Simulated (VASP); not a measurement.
# InPd (Fm-3m) in VASP: a series of runs

The runs below take InPd through relaxation of cell and atoms, with r2SCAN+D4, r2SCAN+rVV10, PBE, SCAN, optB88-vdW.

Program: VASP 6.6.1. These are calculated values, not measurements. Logs are shortened: lines on timing, memory, paths and dates and some standing lists are left out, and cuts for length are marked.

## 1. The structure

It takes space group Fm-3m (No. 225, cubic). The conventional cell has a = 5.492 Å, b = 5.492 Å, c = 5.492 Å, α = 90.00°, β = 90.00°, γ = 90.00°. In (site symmetry m-3m) is surrounded by 6 Pd at 2.75 Å. Pd (site symmetry m-3m) has 6 In at 2.75 Å as nearest neighbours.

The cell was built by a generator and needn't be a form met in nature.

## 2. Relaxation of cell and atoms, r2SCAN+D4

The input, INCAR:

```
SYSTEM = InPd
ALGO     = Normal         ! electronic algorithm
EDIFF    = 1E-7           ! SCF threshold, eV
EDIFFG   = -0.01          ! ionic threshold
ENCUT    = 600            ! plane-wave cutoff, eV
IBRION   = 2              ! ionic algorithm
ISIF     = 3              ! what is computed and relaxed
ISMEAR   = -1             ! smearing method
IVDW     = 13             ! dispersion correction
LASPH    = .TRUE.         ! aspherical terms in the spheres
LCHARG   = .FALSE.        ! write CHGCAR
LMIXTAU  = .TRUE.       
LREAL    = .FALSE.        ! projectors in reciprocal space
LWAVE    = .FALSE.        ! write WAVECAR
METAGGA  = R2SCAN         ! meta-GGA
NELM     = 80             ! most SCF steps
NSW      = 40             ! ionic steps
PREC     = Accurate       ! precision mode
SIGMA    = 0.05           ! smearing width, eV
VDW_A1   = 0.51559235   
VDW_A2   = 5.77342911   
VDW_S6   = 1.0          
VDW_S8   = 0.6018749
```

The input, KPOINTS:

```
k-points
0
G
  8 8 8
  0 0 0
```

The input, POSCAR:

```
InPd
1.0
    0.0000000000      2.7460700000      2.7460700000
    2.7460700000      0.0000000000      2.7460700000
    2.7460700000      2.7460700000      0.0000000000
In Pd
1 1
Direct
    0.0000000000      0.0000000000      0.0000000000
    0.5000000000      0.5000000000      0.5000000000
```

Potentials or basis: VASP PAW PBE potentials, release 64 (In_d, Pd).

The run is started by

```console
$ cat potpaw_PBE.64/In_d/POTCAR potpaw_PBE.64/Pd/POTCAR > POTCAR
$ mpirun -np 1 vasp_std > vasp.out
```

OUTCAR:

```text
SYSTEM = InPd
   EDIFF = 1E-7
   EDIFFG = -0.01
   ENCUT = 600
   IBRION = 2
   ISIF = 3
   ISMEAR = -1
   IVDW = 13
   LASPH = .TRUE.
   LREAL = .FALSE.
   METAGGA = R2SCAN
   NELM = 80
   NSW = 40
   PREC = Accurate

 ion  position               nearest neighbor table
   1  0.000  0.000  0.000-   2 2.75   2 2.75   2 2.75   2 2.75   2 2.75   2 2.75
   2  0.500  0.500  0.500-   1 2.75   1 2.75   1 2.75   1 2.75   1 2.75   1 2.75

  LATTYP: Found a face centered cubic cell.
 ALAT       =     5.4921400000

  Lattice vectors:

 A1 = (   0.0000000000,   2.7460700000,   2.7460700000)
 A2 = (   2.7460700000,   0.0000000000,   2.7460700000)
 A3 = (   2.7460700000,   2.7460700000,   0.0000000000)

Analysis of symmetry for initial positions (statically):
=====================================================================
 Subroutine PRICEL returns:
 Original cell was already a primitive cell.

 Routine SETGRP: Setting up the symmetry group for a
 face centered cubic supercell.

 Subroutine GETGRP returns: Found 48 space group operations
 (whereof 48 operations were pure point group operations)
 out of a pool of 48 trial point group operations.

The static configuration has the point symmetry O_h .

Analysis of symmetry for dynamics (positions and initial velocities):
=====================================================================
 Subroutine PRICEL returns:
 Original cell was already a primitive cell.

 Routine SETGRP: Setting up the symmetry group for a
 face centered cubic supercell.

 Subroutine GETGRP returns: Found 48 space group operations
 (whereof 48 operations were pure point group operations)
 out of a pool of 48 trial point group operations.

The dynamic configuration has the point symmetry O_h .

 Subroutine INISYM returns: Found 48 space group operations
 (whereof 48 operations are pure point group operations),
 and found     1 'primitive' translations

----------------------------------------------------------------------------------------

                                     Primitive cell

  volume of cell :      41.4157

  direct lattice vectors                    reciprocal lattice vectors
     0.000000000  2.746070000  2.746070000    -0.182078388  0.182078388  0.182078388
     2.746070000  0.000000000  2.746070000     0.182078388 -0.182078388  0.182078388
     2.746070000  2.746070000  0.000000000     0.182078388  0.182078388 -0.182078388

  length of vectors
     3.883529437  3.883529437  3.883529437     0.315369020  0.315369020  0.315369020

  position of ions in fractional coordinates (direct lattice)
     0.000000000  0.000000000  0.000000000
     0.500000000  0.500000000  0.500000000

  ion indices of the primitive-cell ions
   primitive index   ion index
                 1           1
                 2           2

----------------------------------------------------------------------------------------

 KPOINTS: k-points

Automatic generation of k-mesh.
 Grid dimensions read from file:
 generate k-points for:    8    8    8

 Generating k-lattice:

  Cartesian coordinates                     Fractional coordinates (reciprocal lattice)
    -0.022759799  0.022759799  0.022759799     0.125000000  0.000000000  0.000000000
     0.022759799 -0.022759799  0.022759799     0.000000000  0.125000000  0.000000000
     0.022759799  0.022759799 -0.022759799     0.000000000  0.000000000  0.125000000

  Length of vectors
     0.039421127  0.039421127  0.039421127

  Shift w.r.t. Gamma in fractional coordinates (k-lattice)
     0.000000000  0.000000000  0.000000000

 Subroutine IBZKPT returns following result:
 ===========================================

 Found     29 irreducible k-points:

 Following reciprocal coordinates:
            Coordinates               Weight
  0.000000  0.000000  0.000000      1.000000
  0.125000  0.000000  0.000000      8.000000
  0.250000  0.000000  0.000000      8.000000
  0.375000  0.000000  0.000000      8.000000
  0.500000  0.000000  0.000000      4.000000
  0.125000  0.125000  0.000000      6.000000
[... 16 lines left out ...]
  0.500000  0.250000  0.125000     48.000000
 -0.375000  0.250000  0.125000     24.000000
 [... further k-points ...]
   k-points           NKPTS =     29   k-points in BZ     NKDIM =     29   number of bands    NBANDS=     15
   number of dos      NEDOS =    301   number of ions     NIONS =      2
   total plane-waves  NPLWV =  32768
   dimension x,y,z NGX =    32 NGY =   32 NGZ =   32
   dimension x,y,z NGXF=    64 NGYF=   64 NGZF=   64
   ions per type =               1   1
   NGX,Y,Z   is equivalent  to a cutoff of  13.70, 13.70, 13.70 a.u.
   NGXF,Y,Z  is equivalent  to a cutoff of  27.40, 27.40, 27.40 a.u.
 SYSTEM =  InPd
   PREC   = accura    normal or accurate (medium, high low for compatibility)
   ISTART =      0    job   : 0-new  1-cont  2-samecut
   ICHARG =      2    charge: 1-file 2-atom 10-const
   ISPIN  =      1    spin polarized calculation?
   LNONCOLLINEAR =      F non collinear calculations
   LSORBIT =      F    spin-orbit coupling
   LASPH  =      T    aspherical Exc in radial PAW
   ENCUT  =  600.0 eV  44.10 Ry    6.64 a.u.   7.76  7.76  7.76*2*pi/ulx,y,z
   NELM   =     80;   NELMIN=  2; NELMDL= -5     # of ELM steps
   EDIFF  = 0.1E-06   stopping-criterion for ELM
   LREAL  =      F    real-space projection
   EDIFFG = -.1E-01   stopping-criterion for IOM
   NSW    =     40    number of steps for IOM
   IBRION =      2    ionic relax: 0-MD 1-quasi-New 2-CG
   NFREE  =      1    steps in history (QN), initial steepest desc. (CG)
   ISIF   =      3    stress and relaxation
   ISYM   =      2    0-nonsym 1-usesym 2-fastsym
   POTIM  = 0.5000    time-step for ionic-motion
   TEBEG  =    0.0;   TEEND  =   0.0 temperature during run
   PSTRESS=    0.0 pullay stress
   NELECT =      23.0000    total number of electrons
   NUPDOWN=      -1.0000    fix difference up-down
   EMIN   =  10.00;   EMAX   =-10.00  energy-range for DOS
   EFERMI =   0.00;   METHOD = LEGACY
   ISMEAR =    -1;   SIGMA  =   0.05  broadening in eV -4-tet -1-fermi 0-gaus
   EFERMI_NEDOS =   21; number of points for ismear=-14 and -15
   IALGO  =     38    algorithm
   IMIX   =      4    mixing-type and parameters
     AMIX     =   0.40;   BMIX     =  1.00
     AMIX_MAG =   1.60;   BMIX_MAG =  1.00
  volume/ion in A,a.u.               =      20.71       139.74
  Fermi-wavevector in a.u.,A,eV,Ry     =   1.345641  2.542893 24.636741  1.810749
  Thomas-Fermi vector in A             =   2.473537
   LORBIT       =      0    0 simple, 1 ext, 2 COOP (PROOUT), +10 PAW based schemes
   METAGGA = R2SCAN    functional components
   LHFCALC =     F    Hartree Fock is set to
   AEXX    =    0.0000 exact exchange contribution
   IVDW    =    13    specifies the selected vdW correction
   LEPSILON=     F    determine dielectric tensor
   LRPA    =     F    only Hartree local field effects (RPA)
 conjugate gradient relaxation of ions
 non-spin polarized calculation
  energy-cutoff  :      600.00
  volume of cell :       41.42
 maximum number of plane-waves:      1411
   NGX = 15   NGY = 15   NGZ = 15

--------------------------------------- Ionic step        1  -------------------------------------------

 number of electron      22.9999996 magnetization

 Free energy of the ion-electron system (eV)
  ---------------------------------------------------
  ext. energy  EPLUGINS =         0.00000000
  ---------------------------------------------------
  free energy    TOTEN  =       -46.14315673 eV

  energy without entropy =      -46.13392987  energy(sigma->0) =      -46.13854330

------------------------ aborting loop because EDIFF is reached ----------------------------------------

  DFT-D4 for vdW energy calculation

  Edisp (eV):   -0.26802

  FORCE on cell =-STRESS in cart. coord.  units (eV):
  Direction    XX          YY          ZZ          XY          YZ          ZX
  --------------------------------------------------------------------------------------
  -------------------------------------------------------------------------------------
  Total      -0.91831    -0.91831    -0.91831     0.00000     0.00000    -0.00000
  in kB     -35.52518   -35.52518   -35.52518     0.00000     0.00000    -0.00000
  external pressure =      -35.53 kB  Pullay stress =        0.00 kB

 VOLUME and BASIS-vectors are now :
 -----------------------------------------------------------------------------
  energy-cutoff  :      600.00
  volume of cell :       41.42
      direct lattice vectors                 reciprocal lattice vectors
     0.000000000  2.746070000  2.746070000    -0.182078388  0.182078388  0.182078388
     2.746070000  0.000000000  2.746070000     0.182078388 -0.182078388  0.182078388
     2.746070000  2.746070000  0.000000000     0.182078388  0.182078388 -0.182078388
[... 41 lines left out ...]
 POSITION                                       TOTAL-FORCE (eV/Angst)
 -----------------------------------------------------------------------------------
      2.68524      2.68524      5.37048         0.000000     -0.000000      0.000000
      2.68524      2.68524      2.68524        -0.000000      0.000000     -0.000000
 -----------------------------------------------------------------------------------
    total drift:                               -0.000000     -0.000000     -0.000000

  FREE ENERGIE OF THE ION-ELECTRON SYSTEM (eV)
  ---------------------------------------------------
  free  energy   TOTEN  =       -46.4170609874 eV

  energy  without entropy=      -46.4087524798  energy(sigma->0) =      -46.41290673

--------------------------------------- Ionic step        3  -------------------------------------------

 number of electron      23.0000001 magnetization

 Free energy of the ion-electron system (eV)
  ---------------------------------------------------
  ext. energy  EPLUGINS =         0.00000000
  ---------------------------------------------------
  free energy    TOTEN  =       -46.15105090 eV

  energy without entropy =      -46.14246654  energy(sigma->0) =      -46.14675872

 E-fermi :   8.6595     XC(G=0): -12.2146

 val. band max:        8.6430709591   @ k =   0.5000   0.5000   0.0000
 cond. band min:       8.6633272752   @ k =  -0.3750   0.5000   0.1250
 fundamental gap:      0.0202563161
 Fermi energy:         8.6594611911

 k-point     1 :       0.0000    0.0000    0.0000
  band No.  band energies     occupation
      1      -6.6610      2.00000
      2      -6.6610      2.00000
      3      -6.5370      2.00000
      4      -6.5370      2.00000
      5      -6.5370      2.00000
      6      -0.7513      2.00000
      7       5.4499      2.00000
      8       5.4499      2.00000
      9       5.4499      2.00000
     10       5.7758      2.00000
     11       5.7758      2.00000
     12      14.3964      0.00000
     13      14.3964      0.00000
     14      14.3965      0.00000
     15      18.0389      0.00000
[... 397 lines left out ...]
 k-point    24 :      -0.3750    0.2500    0.1250
  band No.  band energies     occupation
      1      -6.6190      2.00000
      2      -6.5649      2.00000
      3      -6.4910      2.00000
      4      -6.4538      2.00000
      5      -6.4030      2.00000
      6       2.7987      2.00000
      7       3.9936      2.00000
      8       4.9139      2.00000
      9       4.9636      2.00000
     10       5.9042      2.00000
     11       6.4388      2.00000
     12       7.1883      2.00000
     13      12.0036      0.00000
     14      12.1961      0.00000
     15      17.6085      0.00000

 [... further k-points ...]

------------------------ aborting loop because EDIFF is reached ----------------------------------------

  DFT-D4 for vdW energy calculation

  Edisp (eV):   -0.27748

  FORCE on cell =-STRESS in cart. coord.  units (eV):
  Direction    XX          YY          ZZ          XY          YZ          ZX
  --------------------------------------------------------------------------------------
  -------------------------------------------------------------------------------------
  Total      -0.00576    -0.00576    -0.00576    -0.00000     0.00000    -0.00000
  in kB      -0.23139    -0.23139    -0.23139    -0.00000     0.00000    -0.00000
  external pressure =       -0.23 kB  Pullay stress =        0.00 kB

 VOLUME and BASIS-vectors are now :
 -----------------------------------------------------------------------------
  energy-cutoff  :      600.00
  volume of cell :       39.90
      direct lattice vectors                 reciprocal lattice vectors
     0.000000000  2.712092387  2.712092387    -0.184359501  0.184359501  0.184359501
     2.712092387  0.000000000  2.712092387     0.184359501 -0.184359501  0.184359501
     2.712092387  2.712092387 -0.000000000     0.184359501  0.184359501 -0.184359501

 POSITION                                       TOTAL-FORCE (eV/Angst)
 -----------------------------------------------------------------------------------
      0.00000      0.00000     -0.00000        -0.000000      0.000000     -0.000000
      2.71209      2.71209      2.71209         0.000000      0.000000      0.000000
 -----------------------------------------------------------------------------------
    total drift:                                0.000000     -0.000000     -0.000000

  FREE ENERGIE OF THE ION-ELECTRON SYSTEM (eV)
  ---------------------------------------------------
  free  energy   TOTEN  =       -46.4285316631 eV

  energy  without entropy=      -46.4199472937  energy(sigma->0) =      -46.42423948

 reached required accuracy - stopping structural energy minimisation
```

It took 3.6 min on 1 thread of Intel Xeon Platinum 8488C (Sapphire Rapids), shared host; peak memory 0.21 GiB.

What came out:

* Free energy: -46.4285 eV
* Relaxed volume: 19.95 Å³/atom
* Relaxed cell: a = 3.835 Å, b = 3.835 Å, c = 3.835 Å, α = 60.00°, β = 60.00°, γ = 60.00°
* Space group after relaxing (to 0.05 Å): Fm-3m (No. 225)
* Energy gained by relaxing: 8.7 meV/atom
* Ionic steps: 3
* Pressure after relaxing: 0.0 GPa
* Band gap on the k mesh: none (metal or under the smearing width)
* Dispersion energy per atom: -0.139 eV

Step by step:
| step | energy change (eV) | largest force (eV/Å) | pressure (GPa) | volume (Å³) |
| --- | --- | --- | --- | --- |
| 1 | 0.0000 | 0.0000 | -3.55 | 41.42 |
| 2 | -0.0059 | 0.0000 | 3.26 | 38.72 |
| 3 | -0.0174 | 0.0000 | -0.02 | 39.90 |

Final structure:
```
In Pd
1.0
     0.00000    2.71209    2.71209
     2.71209    0.00000    2.71209
     2.71209    2.71209    0.00000
In Pd
1 1
Cartesian
  0.0000 0.0000 0.0000
  2.7121 2.7121 2.7121
```

Caveat: the PAW data sets were made with another functional, which shifts forces and pressure a little; pairwise dispersion overbinds metals, which lowers pressure and volume.

[end of part 1 of 2]
